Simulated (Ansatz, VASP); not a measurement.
NaCl in VASP and in Ansatz

File INCAR:

```
SYSTEM = NaCl
  ALGO = Normal
  EDIFF = 1E-6
  EDIFFG = -0.01
  ENCUT = 600
  GGA = PE
  IBRION = 2
  ISIF = 3
  ISMEAR = 0
  LASPH = .TRUE.
  LCHARG = .FALSE.
  LREAL = .FALSE.
  LWAVE = .FALSE.
  NELM = 60
  NSW = 100
  PREC = Accurate
  SIGMA = 0.02
```

Contents of KPOINTS:

```
k-points
0
G
  8 8 8
  0 0 0
```

File POSCAR:

```
NaCl
1.0
    0.0000000000      2.8100000000      2.8100000000
    2.8100000000      0.0000000000      2.8100000000
    2.8100000000      2.8100000000      0.0000000000
Na Cl
1 1
Direct
    0.0000000000      0.0000000000      0.0000000000
    0.5000000000      0.5000000000      0.5000000000
```

Input for Ansatz:

```yaml
crystal:
  lattice:
    - [0.0, 2.81, 2.81]
    - [2.81, 0.0, 2.81]
    - [2.81, 2.81, 0.0]
  atoms:
    - { symbol: Na, position: [0.0, 0.0, 0.0] }
    - { symbol: Cl, position: [0.5, 0.5, 0.5] }
basis:
  ecutwfc: 420
kpoints:
  mp_grid: { grid: [8, 8, 8] }
hamiltonian:
  xc: pbe
scf:
  occupations: { method: gaussian, width: 0.02 }
output:
  forces: true
  stress: true
  eigenvalues: true
  write_density: true
  write_potential: true
  elf: true
  volumetric_format: npy
relax:
  adjacent_minimum: "off"
  f_tol: 0.01
  max_steps: 80
  cell: { stress_tol: 0.05 }
```

Alike in both runs: task relaxation of cell and atoms; functional PBE; k mesh 8 × 8 × 8; occupations gaussian, width 0.02 eV; no spin polarisation.

```csv
,VASP,Ansatz
version,VASP 6.6.1,Ansatz 0.2.0
potentials or method,"VASP PAW PBE potentials, release 64 (Na_pv, Cl)","scalar-relativistic, plane waves, PAW"
plane-wave cutoff (eV),600,420
valence electrons in the cell,14,16
```

|  | VASP | Ansatz | Ansatz less VASP |
| --- | --- | --- | --- |
| gap on the k mesh at the Fermi level, each at its own relaxed structure (eV) | 4.99 | 5.00 | +0.009 |
| relaxed volume (Å³/atom) | 23.14 | 23.08 | -0.060 |
| relaxed cell length with the largest relative difference (Å) | 4.030 | 4.026 | -0.0035 |
| energy change over the relaxation (meV/atom) | -3 | -3 | 0.0 |

The two sets of potentials don't hold the same shells in valence.

A k mesh can miss the band edges. PBE usually gives volumes a little too large and moduli too small. Zero-point motion and thermal expansion aren't in these numbers.
